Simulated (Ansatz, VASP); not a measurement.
One calculation of C, two programs

```
C
1.0
     2.46663    0.00000    0.00000
    -1.23332    2.13617    0.00000
     0.00000    0.00000    8.47352
C
4
Direct
  0.00000 0.00000 0.00000
  0.33333 0.66667 0.00000
  0.00000 0.00000 0.50000
  0.66667 0.33333 0.50000
```

Alike in both runs: functional PBE; k mesh 12 × 12 × 4; occupations gaussian, width 0.05 eV; no spin polarisation.

Ansatz relaxed the structure, and its values are those at the end. VASP's run is a single point on that final structure, the one shown.

```csv
,VASP,Ansatz
version,VASP 6.6.1,Ansatz 0.2.0
potentials or method,"VASP PAW PBE potentials, release 64 (C)","scalar-relativistic, plane waves, PAW"
plane-wave cutoff (eV),520,420
valence electrons in the cell,16,16
```

Ansatz gave:

```
gap on the k mesh at the Fermi level (eV) : none
pressure (GPa)                            : 0.0
```

Problem. Which values does VASP return?

Solution. gap on the k mesh at the Fermi level (eV): none; pressure (GPa): 0.4.

A gap of «none» marks a metal or a gap that the smearing closes. With one functional, cell and mesh, what is left measures potentials, basis and numerics.

Caveats: this functional lacks dispersion, which binds the layers, so the pressure and a relaxed spacing across them are unreliable.
